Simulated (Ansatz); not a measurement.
What a change of settings does to a run on NaI

The structure comes from a relaxation in the same program, started in the rocksalt type. Whether it is a known phase or the ground state wasn't checked. The listed cell was then made from it by scaling, straining or moving an atom.

First run: DFT, PBE, all-electron PAW with datasets made for the crystal, scalar-relativistic (Ansatz 0.2.0).

Command: `ansatz run input.yaml --threads 1 --pin off --max-ram 2048MiB --backend cpu --events-out ev --progress --plain --runs-dir out` The run took 20 s on 1 thread of Arm Neoverse V2, on a shared host.

```yaml
crystal:
  lattice:
    - [0.0489635843, 3.2887207471, 3.2887207471]
    - [3.2887207471, 0.0489635843, 3.2887207471]
    - [3.2887207471, 3.2887207471, 0.0489635843]
  atoms:
    - { symbol: Na, position: [0.0, 0.0, 0.0] }
    - { symbol: I, position: [0.5, 0.5, 0.5] }
kpoints:
  mp_grid: { grid: [11, 11, 11] }
scf:
  occupations: { method: fermi_dirac, width: 0.08 }
hamiltonian:
  xc: pbe
  pseudopotentials: { kind: all_electron, datasets: crystal }
output:
  forces: true
  stress: true
  eigenvalues: true
  efg: { contact_densities: true }
```

Result: converged; pressure 0.02 GPa; gap on the k mesh 3.54 eV (the mesh can miss the band edges); 9 SCF iterations.

Spin–orbit coupling is left out, though it moves levels of the heavy atoms by tenths of an eV or more.

The input is then changed:

```diff
@@ -10,5 +10,5 @@
   mp_grid: { grid: [11, 11, 11] }
 scf:
-  occupations: { method: fermi_dirac, width: 0.08 }
+  occupations: { method: tetrahedron }
 hamiltonian:
   xc: pbe
```

**Question.** What does the second run give?

**Answer.** It converged; energy at zero smearing 0.0 meV/atom from the first run; pressure 0.02 GPa; gap on the k mesh 3.54 eV (the mesh can miss the band edges); 9 SCF iterations.
